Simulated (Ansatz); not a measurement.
## Si: single point with PBE

The system is Si.

```
CELL_PARAMETERS angstrom
-1.62691 1.62691 1.32033
1.62691 -1.62691 1.32033
1.62691 1.62691 -1.32033
ATOMIC_POSITIONS crystal
Si 0.00000 0.00000 0.00000
```

This isn't the form of Si at room conditions, which is diamond.

```json
{
  "Program": "Ansatz 0.2.0",
  "Task": "single point",
  "Functional": "PBE",
  "Potentials or basis": "Ansatz PAW",
  "Cutoff": "420 eV (not typed: the program's choice for these potentials)",
  "k mesh": "13 × 13 × 13",
  "Occupations": "gaussian, width 0.016 eV",
  "Spin": "no spin polarisation"
}
```

```yaml
Pressure: 3.4 GPa
Band_gap_on_the_k_mesh: none (metal or under the smearing width)
```

Stress tensor (GPa, compression positive):
```
4.91 0.00 0.00
0.00 4.91 0.00
0.00 0.00 0.34
```

Levels at points of the mesh, in eV from the Fermi level:
| k point | band 1 | band 2 | band 3 | band 4 | band 5 |
| --- | --- | --- | --- | --- | --- |
| (0.00, 0.00, 0.00) | -14.73 | 9.58 | 10.19 | 10.19 | 13.00 |

Wall time 0.8 s on 2 threads of Arm Neoverse V2, with other jobs on the host, peak memory 0.26 GiB.
